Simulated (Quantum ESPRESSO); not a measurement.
## CuO in Quantum ESPRESSO: the effect of functional

CuO:

```xyz
2
Lattice="2.8363 0.0000 0.0000 -1.4182 2.4563 0.0000 0.0000 0.0000 2.7681" Properties=species:S:1:pos:R:3 pbc="T T T"
Cu    0.0000    0.0000    0.0000
O     1.4182    0.8188    1.3841
```

Measurements of this composition are mostly on another form, of space group No. 15.

Alike in all runs:

| Property | Result |
| --- | --- |
| Program | Quantum ESPRESSO 7.5 |
| Task | phonons |
| Cutoff | 762 eV |
| Density cutoff | 6095 eV |
| k mesh | 8 × 8 × 7 |
| Occupations | cold, width 0.2 eV |
| Spin | no spin polarisation |

Each run relaxes the cell or the atoms first.

| functional | potentials or basis | relaxed volume (Å³/atom) | highest phonon frequency (cm⁻¹) |
| --- | --- | --- | --- |
| LDA | GBRV 1.5 LDA | 8.91 | 334 |
| PBE | GBRV 1.5 PBE | 9.71 | 282 |
| PBEsol | GBRV 1.5 PBEsol | 9.23 | 315 |
| AM05 | GBRV 1.5 PBE | ? | ? |
| BLYP | GBRV 1.5 PBE | 10.17 | 244 |
| RPBE | GBRV 1.5 PBE | 10.02 | 261 |
| vdW-DF-cx | GBRV 1.5 PBE | 9.30 | 322 |

Question: What does the run with functional AM05 give?

Answer: Relaxed volume 9.25 Å³/atom; highest phonon frequency 310 cm⁻¹.

Caveats: the mesh is thin for the phonons of a metal; some modes are imaginary; an odd number of electrons without spin polarisation forces a metal; a magnetic or distorted state may lie lower; the run has no spin polarisation, though such a crystal can be magnetic; the potentials were made for another functional, which shifts forces and pressure (some runs).
